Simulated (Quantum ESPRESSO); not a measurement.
Input of a Quantum ESPRESSO 7.5 run:

The input pw.in:

```
&CONTROL
  calculation = 'scf'
  prefix = 'pwscf'
  outdir = './tmp'
  pseudo_dir = './pseudo'
  tprnfor = .true.
  tstress = .true.
  disk_io = 'nowf'
/
&SYSTEM
  ibrav = 0
  A = 6.42736331
  nat = 3
  ntyp = 2
  ecutwfc = 56
  ecutrho = 448
  nbnd = 23
  occupations = 'smearing'
  smearing = 'fd'
  degauss = 0.00367493
/
&ELECTRONS
  conv_thr = 6d-10
  electron_maxstep = 120
  mixing_beta = 0.3
/
ATOMIC_SPECIES
W    183.8400 w_pbesol_v1.2.uspp.F.UPF
S     32.0600 s_pbesol_v1.4.uspp.F.UPF
CELL_PARAMETERS alat
   0.2456683906    0.1418367114    0.9589209503
  -0.2456683906    0.1418367114    0.9589209503
   0.0000000000   -0.2836734229    0.9589209503
ATOMIC_POSITIONS alat
W      0.0000000000    0.0000000000    0.0000000000
S      0.0000000000    0.0000000000    1.6713992164
S      0.0000000000    0.0000000000    2.1584351671
K_POINTS automatic
10 10 10 0 0 0
HUBBARD {ortho-atomic}
U W-5d 6.0
```

Potentials or basis: GBRV 1.5 PBEsol.

Command:

```bash
$ OMP_NUM_THREADS=1 mpirun -n 2 pw.x -nk 2 -in pw.in > pw.out
```

**Question.** Estimate the band gap on the k mesh.

**Answer.** 1.25 eV, indirect (least direct gap 1.83 eV).

**Question.** Predict the pressure.

**Answer.** 0.4 GPa.

**Question.** Predict the largest force.

**Answer.** 0.615 eV/Å.

Eigenvalues of the final occupation matrices:
| site | spin | trace | eigenvalues |
| --- | --- | --- | --- |
| W 1 5d | each | 2.42 | 0.44 0.44 0.48 0.48 0.59 |

Caveat: spin-orbit coupling is left out, which moves the levels of the heavy elements. A k mesh can miss the band edges.
